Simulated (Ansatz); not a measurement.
## TiAl: what symmetry allows forces and stress to be

```yaml
crystal:
  lattice:
    - [3.23044, 0.12716, -0.12716]
    - [0.12716, 3.23044, 0.12716]
    - [-0.12716, 0.12716, 3.23044]
  atoms:
    - { symbol: Ti, position: [0.02724, 0.97276, 0.02724] }
    - { symbol: Al, position: [0.47276, 0.52724, 0.47276] }
```

Theory: Ansatz 0.2.0, DFT PBE, scalar-relativistic, plane waves, PAW.

Settings: cutoff 420 eV, Γ-centred mesh 12×12×12 on the computed 2-atom cell, Gaussian smearing of 0.10 eV; no spin polarisation.

This distorted cell has space group R3m, with 6 operations.

**Question.** Without a calculation: in which directions can each atom feel a force?

**Answer.** A force must be left unchanged by every operation that keeps its atom in place, so it lies in the space that those operations leave fixed. Atoms that the group maps onto each other feel forces of one size.
```json
{"atom": "Ti1", "site symmetry": "3m", "operations at the site": "6", "equivalent to atom": "1", "allowed force (Cartesian)": "along (-0.58, 0.58, -0.58)"}
{"atom": "Al2", "site symmetry": "3m", "operations at the site": "6", "equivalent to atom": "2", "allowed force (Cartesian)": "along (-0.58, 0.58, -0.58)"}
```

That leaves 2 independent force components of 6, tied by 1 condition that the forces sum to zero, so 1 remains. A relaxation in this cell that keeps the symmetry moves the atoms in these directions alone.

**Question.** And the stress tensor?

**Answer.** It must be invariant under the point group, which leaves 2 independent components: xx = yy, xx = zz, yy = zz, yz = xy. Further linear relations between components hold in this frame.

**Question.** Do the computed values obey this?

**Answer.** Yes. Forces (eV/Å):
```
Ti1 -1.887  1.887 -1.887
Al2  1.887 -1.887  1.887
```

Stress (GPa, compression positive, xx yy zz yz xz xy): 2.77 2.77 2.77 -12.27 12.27 -12.27. The program imposes the same operations on density, forces and stress, so this confirms the analysis and is no independent test of the calculation.